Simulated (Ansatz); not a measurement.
The system is SiNi.

```
Ni Si
1.0
     2.94277    0.00000    0.00000
     0.00000    3.28033    0.00000
     0.00000    0.00000    4.67745
Ni Si
2 2
Direct
  0.50000 0.50000 0.34250
  0.00000 0.00000 0.65750
  0.50000 0.50000 0.84314
  0.00000 0.00000 0.15686
```

The cell is a database's computed one.

Base run:

| Property | Result |
| --- | --- |
| Program | Ansatz 0.2.0 |
| Functional | r2SCAN |
| Potentials or basis | Ansatz PAW |
| Cutoff | 500 eV (not typed: the program's choice for these potentials) |
| k mesh | 9 × 8 × 6 |
| Occupations | fermi-dirac, width 0.05 eV |
| Spin | collinear spin, ferromagnetic start |
| Starting moments | [1.0, 1.0, 0.0, 0.0] μB |
| Hubbard terms | Ni d U = 3 eV |

Its results: band gap on the k mesh none (metal or under the smearing width); pressure -0.3 GPa; net moment 0.00 μB per cell; largest force 0.051 eV/Å.

Task: The run is repeated on the same cell with these changes: hubbard terms from Ni d U = 3 eV to none; hubbard projectors from ortho-atomic (the default) to none. What comes out?

Result: Band gap on the k mesh none (metal or under the smearing width); pressure 0.4 GPa; net moment 0.00 μB per cell; largest force 0.030 eV/Å.

Caveats: the magnetic or orbital state may not be the lowest; the PAW data sets come from PBE, with cores solved anew for the run's functional, which leaves a small shift of forces and pressure; the starting moments weren't kept; the U is typed as a test and isn't derived for this compound (some runs).
